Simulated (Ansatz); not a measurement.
The following input was run with Ansatz 0.2.0.

```yaml
crystal:
  lattice:
    - [4.353995, -4.355009, 8.4e-05]
    - [-4.354038, -4.355052, 0.000145]
    - [6.1e-05, 4.355179, -5.607079]
  atoms:
    - { symbol: O, position: [0.7455521465, 0.4430352833, 0.4888307917] }
    - { symbol: O, position: [0.5076795269, 0.1964065443, 0.0130981161] }
    - { symbol: O, position: [0.2455569157, 0.9430418331, 0.4888352997] }
    - { symbol: O, position: [0.007662178, 0.6964089891, 0.0130969881] }
    - { symbol: O, position: [0.745285797, 0.048738617, 0.4888287686] }
    - { symbol: O, position: [0.5074504319, 0.8196561495, 0.0130819736] }
    - { symbol: O, position: [0.2452931631, 0.5487484905, 0.4888273466] }
    - { symbol: O, position: [0.0074203361, 0.3196564918, 0.0130754035] }
    - { symbol: O, position: [0.9353116423, 0.1327837791, 0.2629145601] }
    - { symbol: O, position: [0.6819449624, 0.8706380853, 0.7386448473] }
    - { symbol: O, position: [0.4353027439, 0.6327784436, 0.2629042798] }
    - { symbol: O, position: [0.1819469451, 0.370672406, 0.7386554237] }
    - { symbol: O, position: [0.3296061542, 0.133043727, 0.2629084254] }
    - { symbol: O, position: [0.0586980156, 0.8708802955, 0.7386637027] }
    - { symbol: O, position: [0.8296102422, 0.633048374, 0.2629200247] }
    - { symbol: O, position: [0.5586933671, 0.3708985205, 0.7386558627] }
    - { symbol: Si, position: [0.7491466852, 0.7496287964, 0.4963212179] }
    - { symbol: Si, position: [0.2491548775, 0.2496727947, 0.4963206334] }
    - { symbol: Si, position: [0.6287153904, 0.1292053333, 0.2554293827] }
    - { symbol: Si, position: [0.1286994927, 0.6292128061, 0.2554307532] }
    - { symbol: Ge, position: [0.5034667311, 0.5039713639, 0.0049413467] }
    - { symbol: Ge, position: [0.0034495692, 0.0039499436, 0.0049404268] }
    - { symbol: Ge, position: [0.3744126739, 0.874895364, 0.7468097457] }
    - { symbol: Ge, position: [0.8744059232, 0.3749137537, 0.7468092461] }
basis:
  ecutwfc: 420
kpoints:
  mp_grid: { grid: [4, 4, 4] }
hamiltonian:
  xc: pbe
scf:
  occupations: { method: gaussian, width: 0.02 }
  n_extra_bands: 12
output:
  forces: true
  stress: true
  eigenvalues: true
  populations: true
  dos:
    method: { smearing: { sigma: 0.1, scheme: gaussian } }
    projected: true
    de: 0.02
  write_density: true
  write_potential: true
  elf: true
  volumetric_format: npy
```

Run as
```bash
ansatz run input.yaml --threads 4 --pin off --max-ram 9216MiB --backend cpu --events-out ev --progress --plain --runs-dir out
```

Method: DFT PBE, scalar-relativistic, plane waves, PAW in Ansatz.

Part of what the program printed, abridged (final results; tables in files aren't shown):

```
SCF 1 converged in 7 iterations: F = -28812.217437 eV  dr2 = 4.61e-8
SCF converged after 7 iterations
Free energy (F): -28812.217437 eV
Harris-Foulkes:  -28812.217437 eV  (|F-HF|=6.24e-9)
Internal energy: -28812.217437 eV  (E = F + TS)
E sigma→0 (E₀):  -28812.217437 eV
Fermi energy:    11.255831 eV
--- Per-component energies (eV) ---
  E_band       = -325.616013
  E_kinetic    = 3477.419944
  E_local      = -14303.490905  (includes V_loc(G=0)·N_el)
  E_nonlocal   = 2559.563113
  E_hartree    = 5899.423138
  E_xc         = -1709.487852
  E_vxc        = -1964.218555  (∫ρ·V_xc dr)
  E_paw        = -12699.065315  (= ΣΔE_a)
  E_vpaw       = -1893.784199  (= ΣTr[D̂ρ^β])
  E_aug_tail   = 0.042025  (compensation charges beyond the density's cutoff)
  E_ewald      = -12036.621585
  E_smearing   =  0.000000  (= −TS)
--- Forces (eV/Å), atoms counted from 1 ---
  atom   1  O     -0.00337568     0.00102528     0.00646522
  atom   2  O     -0.00695655    -0.00416729    -0.00970304
  atom   3  O     -0.00316671     0.00146213     0.00602237
  atom   4  O     -0.00684093    -0.00397109    -0.01038442
  atom   5  O      0.00203860    -0.00154456     0.00536950
  atom   6  O      0.00700025     0.00585558    -0.01093382
  atom   7  O      0.00303872     0.00008918     0.00599429
  atom   8  O      0.00753681     0.00591004    -0.01122947
  atom   9  O     -0.00408112    -0.00205664    -0.00665942
  atom  10  O     -0.00816355     0.00330829     0.00956833
  atom  11  O     -0.00341771    -0.00205585    -0.00679595
  atom  12  O     -0.00739048     0.00279666     0.01039393
  atom  13  O      0.00091984     0.00085535    -0.00648850
  atom  14  O      0.00595239    -0.00612198     0.01063861
  atom  15  O      0.00144089     0.00090717    -0.00605788
  atom  16  O      0.00597331    -0.00625591     0.01030803
  atom  17  Si     0.00050645    -0.00250085    -0.01308636
  atom  18  Si     0.00273200     0.00063563    -0.01329202
  atom  19  Si     0.00125440     0.00243225     0.01394316
  atom  20  Si     0.00189066     0.00104070     0.01441764
  atom  21  Ge     0.00146080     0.00082477     0.00100502
  atom  22  Ge     0.00091671    -0.00307778     0.00111383
  atom  23  Ge    -0.00167250     0.00115358    -0.00044226
  atom  24  Ge     0.00240407     0.00345519    -0.00016576
--- Stress (GPa, compression-positive) ---
        0.230587      -0.002258       0.002454
       -0.002258       0.128041       0.009145
        0.002454       0.009145       0.004416
  P = ⅓ Tr σ = 0.1210 GPa (1.210 kbar)
--- Band table (eV; the first three rows and the last of 36) ---
  k-point 0: bands = ["-14.7055", "-14.6409", "-14.6408", "-14.6267", "-14.6266", "-14.6206", "-14.6206", "-14.5500", "-14.4250", "-14.4201", "-14.4200", "-14.4160", "-14.3975", "-14.3863", "-14.3862", "-14.3850", "-14.3849", "-14.3838", "-14.3837", "-14.3770", "-11.5322", "-9.6082", "-9.6080", "-9.3050", "-9.3048", "-9.1713", "-9.1702", "-8.4224", "-8.4193", "-8.2338", "-8.2336", "-8.1655", "-8.1654", "-7.9409", "-7.4881", "-7.4879", "-0.4234", "0.6300", "0.7290", "0.9674", "0.9674", "1.4796", "1.4797", "3.7091", "3.7097", "4.0663", "4.0664", "4.2232", "4.2286", "4.3265", "4.3815", "4.4576", "4.4577", "4.7909", "4.9789", "5.1768", "5.1770", "5.4055", "5.4055", "5.7140", "5.7141", "5.8203",  ...
  k-point 1: bands = ["-14.7040", "-14.6437", "-14.6436", "-14.6253", "-14.6252", "-14.6218", "-14.6218", "-14.5462", "-14.4249", "-14.4206", "-14.4205", "-14.4143", "-14.3974", "-14.3861", "-14.3860", "-14.3852", "-14.3851", "-14.3838", "-14.3837", "-14.3771", "-11.3609", "-10.0645", "-9.7957", "-9.7956", "-9.0606", "-9.0605", "-8.5422", "-8.5420", "-8.4281", "-8.2998", "-8.2970", "-7.9456", "-7.8229", "-7.8228", "-7.6392", "-7.6378", "-0.3817", "-0.0852", "0.1091", "0.1092", "2.0706", "2.2717", "2.2719", "3.1828", "3.1828", "3.7225", "4.0567", "4.0591", "4.4850", "4.4891", "4.6074", "4.6763", "4.6764", "4.9596", "5.1183", "5.4372", "5.4407", "5.4485", "5.5836", "5.5836", "5.5895", "5.5897" ...
  k-point 2: bands = ["-14.7024", "-14.6466", "-14.6465", "-14.6239", "-14.6238", "-14.6230", "-14.6229", "-14.5424", "-14.4248", "-14.4211", "-14.4210", "-14.4126", "-14.3974", "-14.3858", "-14.3858", "-14.3854", "-14.3853", "-14.3838", "-14.3837", "-14.3772", "-10.9179", "-10.7819", "-9.9004", "-9.9002", "-8.8973", "-8.8972", "-8.6749", "-8.6748", "-8.0736", "-8.0254", "-8.0238", "-8.0121", "-7.9410", "-7.9387", "-7.6552", "-7.6551", "-0.3415", "-0.3413", "-0.3227", "-0.2986", "2.6331", "2.6333", "2.7468", "2.7469", "3.4310", "3.7509", "4.0291", "4.2877", "4.5273", "4.5312", "4.5753", "4.5754", "4.8996", "4.9037", "5.2789", "5.4767", "5.4771", "5.5535", "5.5551", "5.6947", "5.7785", "5.778 ...
  k-point 35: bands = ["-14.6917", "-14.6917", "-14.6884", "-14.6883", "-14.5630", "-14.5630", "-14.5602", "-14.5601", "-14.4234", "-14.4233", "-14.4207", "-14.4206", "-14.3884", "-14.3883", "-14.3881", "-14.3881", "-14.3806", "-14.3805", "-14.3805", "-14.3804", "-10.4384", "-10.4375", "-9.9762", "-9.9760", "-9.7414", "-9.7413", "-9.0139", "-9.0135", "-7.8597", "-7.8590", "-7.7757", "-7.7757", "-7.6479", "-7.6477", "-7.5399", "-7.5397", "0.8219", "0.8220", "1.3795", "1.3799", "1.5284", "1.5286", "1.7889", "1.7891", "2.5526", "2.5528", "2.8298", "2.8299", "2.9757", "2.9760", "4.0014", "4.0017", "5.2221", "5.2222", "5.3127", "5.3129", "5.7707", "5.7709", "5.8422", "5.8430", "6.5659", "6.5664", ...
--- Löwdin populations: 24 sites ---
  site symbol q [e]
     0      O      6.7046
     1      O      6.7035
     2      O      6.7046
     3      O      6.7035
     4      O      6.7046
     5      O      6.7035
     6      O      6.7046
     7      O      6.7035
     8      O      6.7046
     9      O      6.7035
    10      O      6.7046
    11      O      6.7035
    12      O      6.7046
    13      O      6.7035
    14      O      6.7046
    15      O      6.7035
    16     Si      2.3920
    17     Si      2.3920
    18     Si      2.3920
    19     Si      2.3920
    20     Ge     12.4903
    21     Ge     12.4903
    22     Ge     12.4903
    23     Ge     12.4903
  spilling = 0.007179 (of n_electrons = 168.000000)
```

Self-consistency was reached.

It took 19 s on 4 threads of Intel(R) Xeon(R) Platinum 8375C CPU @ 2.90GHz (Ice Lake), with other jobs on the host, peak memory 1.1 GiB.